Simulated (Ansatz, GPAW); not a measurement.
Given: the input of a run of GPAW 26.7.0 (ASE script) on TiC. The cell is a database's computed one, not the measured one.

The input run.py:

```python
from ase.dft.bandgap import bandgap
from ase.io import read, write
from ase.units import Bohr, GPa
from gpaw import GPAW, PW
from gpaw.elf import elf_from_dft_calculation

atoms = read('TiC.xyz')

calc = GPAW(mode=PW(800),
            xc='PBE',
            kpts={'size': (11, 11, 11), 'gamma': True},
            occupations={'name': 'methfessel-paxton', 'order': 0, 'width': 0.023},
            nbands=18,
            convergence={'density': 1e-05, 'energy': 1e-05},
            maxiter=150,
            txt='gpaw.txt')
atoms.calc = calc
energy = atoms.get_potential_energy()
forces = atoms.get_forces()
stress = atoms.get_stress()
calc.write('gs.gpw')
write('result.traj', atoms)
print(f'Energy: {energy:.6f} eV')
print('Forces (eV/A):')
print(forces.round(4))
print('Stress (GPa):', (stress / GPa).round(3))
print('Fermi level:', round(calc.get_fermi_level(), 4), 'eV')
print(f'Gap: {bandgap(calc)[0]:.4f} eV, direct: {bandgap(calc, direct=True)[0]:.4f} eV')

# fields on the real-space grid
write('density.cube', atoms, data=calc.get_pseudo_density() * Bohr**3)
write('potential.cube', atoms, data=calc.get_electrostatic_potential())
write('elf.cube', atoms, data=elf_from_dft_calculation(calc).data)
```

The input TiC.xyz:

```xyz
2
Lattice="0.0000000000 2.1657188437 2.1657188437 2.1657188437 0.0000000000 2.1657188437 2.1657188437 2.1657188437 0.0000000000" Properties=species:S:1:pos:R:3 pbc="T T T"
Ti     0.0000000000      0.0000000000      0.0000000000
C      2.1657188437      2.1657188437      2.1657188437
```

Potentials or basis: GPAW PAW data sets (gpaw-data 1.2.1), pw.

Command:

```bash
$ OMP_NUM_THREADS=1 python run.py
```

Problem. What does the same run look like in Ansatz 0.2.0? Potentials or basis there: all-electron LAPW, scalar-relativistic.

Solution. As run (cutoffs and basis follow the program's own potentials, and thresholds, step limits or extra output files can differ):

input.yaml

```yaml
crystal:
  lattice:
    - [0.0, 2.1657188437, 2.1657188437]
    - [2.1657188437, 0.0, 2.1657188437]
    - [2.1657188437, 2.1657188437, 0.0]
  atoms:
    - { symbol: Ti, position: [0.0, 0.0, 0.0] }
    - { symbol: C, position: [0.5, 0.5, 0.5] }
kpoints:
  mp_grid: { grid: [11, 11, 11] }
scf:
  occupations: { method: gaussian, width: 0.023 }
hamiltonian:
  xc: pbe
  pseudopotentials: { kind: all_electron, lapw: { basis_error: 0.001 } }
output:
  forces: true
  stress: true
  eigenvalues: true
```

Potentials or basis: all-electron LAPW, scalar-relativistic.

Launch:

```console
$ ansatz run input.yaml --threads 1 --pin off --max-ram 3072MiB --backend cpu --events-out ev --progress --plain --runs-dir out
```

Both were run:

|  | GPAW | Ansatz |
| --- | --- | --- |
| Pressure | 0.9 GPa | 0.2 GPa |

Where Ansatz's input types no cutoff or centring, it takes its own default and a Γ-centred mesh.

Pressure is positive in compression.
